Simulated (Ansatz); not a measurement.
The system is CoO.

```
CELL_PARAMETERS angstrom
0.00000 2.13150 2.13150
2.13150 0.00000 2.13150
2.13150 2.13150 0.00000
ATOMIC_POSITIONS crystal
Co 0.00000 0.00000 0.00000
O 0.50000 0.50000 0.50000
```

Base run:

```yaml
Program: Ansatz 0.2.0
Functional: revPBE
Potentials_or_basis: Ansatz PAW
Cutoff: "420 eV (not typed: the program's choice for these potentials)"
k_mesh: 11 × 11 × 11
Occupations: fermi-dirac, width 0.05 eV
Spin: collinear spin, ferromagnetic start
Starting_moments: "[2.0, 0.0] μB"
```

Its results: band gap on the k mesh none (metal or under the smearing width); pressure 2.6 GPa; net moment 2.95 μB per cell; site moments Co +2.51; O +0.32 μB.

Question: The run is repeated on the same cell with these changes: functional from revPBE to BLYP. What comes out?

Answer: Band gap on the k mesh none (metal or under the smearing width); pressure 4.9 GPa; net moment 2.82 μB per cell; site moments Co +2.41; O +0.30 μB.

Caveats: a cell with one magnetic atom can't hold antiferromagnetic order, which such compounds often take; semilocal functionals often make such compounds metallic where correlation or magnetic order opens a gap, which also shifts bond lengths; the PAW data sets come from PBE, with cores solved anew for the run's functional, which leaves a small shift of forces and pressure.
